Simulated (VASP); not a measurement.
BaTiO3:

```
Ba Ti O
1.0
     3.99980    0.00000    0.00000
     0.00000    3.99980    0.00000
     0.00000    0.00000    4.01800
Ba Ti O
1 1 3
Cartesian
  0.0000 0.0000 0.0000
  1.9999 1.9999 1.9688
  1.9999 1.9999 0.0763
  1.9999 0.0000 2.0773
  0.0000 1.9999 2.0773
```

| Quantity | Value |
| --- | --- |
| Program | VASP 6.6.1 |
| Task | relaxation of cell and atoms |
| Functional | PBEsol |
| Potentials or basis | VASP PAW PBE potentials, release 64 (Ba_sv, Ti_sv, O) |
| Cutoff | 600 eV |
| k mesh | 8 × 8 × 8 |
| Occupations | gaussian, width 0.03 eV |
| Spin | no spin polarisation |

At the start: pressure -2.2 GPa; volume 12.86 Å³/atom.

Problem. How do energy, volume and symmetry change on relaxing?

Solution. Over 13 steps the energy falls by 3.0 meV/atom and the volume is 12.79 Å³/atom (-0.5 %); space group P4mm (No. 99, to 0.05 Å).

The path:
```tsv
step	energy change (eV)	largest force (eV/Å)	pressure (GPa)	volume (Å³)
1	0.0000	0.3270	-2.15	64.28
2	-0.0031	0.0389	2.65	62.69
3	-0.0086	0.1429	0.46	63.38
4	-0.0112	0.0847	0.32	63.51
5	-0.0125	0.0977	0.08	63.79
6	-0.0127	0.0942	0.10	63.71
7	-0.0137	0.0544	-0.07	63.84
8	-0.0141	0.0693	-0.37	64.05
9	-0.0145	0.0625	0.06	63.93
10	-0.0145	0.0629	0.08	63.93
11	-0.0147	0.0363	0.05	63.95
12	-0.0148	0.0297	0.01	63.96
13	-0.0149	0.0058	0.02	63.97
```

Final structure:
```yaml
crystal:
  lattice:
    - [3.96645, 0.00000, 0.00000]
    - [0.00000, 3.96645, 0.00000]
    - [0.00000, 0.00000, 4.06626]
  atoms:
    - { symbol: Ba, position: [0.00000, 0.00000, 0.99865] }
    - { symbol: Ti, position: [0.50000, 0.50000, 0.48200] }
    - { symbol: O, position: [0.50000, 0.50000, 0.02903] }
    - { symbol: O, position: [0.50000, 0.00000, 0.51666] }
    - { symbol: O, position: [0.00000, 0.50000, 0.51666] }
```

Caveat: the PAW data sets were made with another functional, which shifts forces and pressure a little.
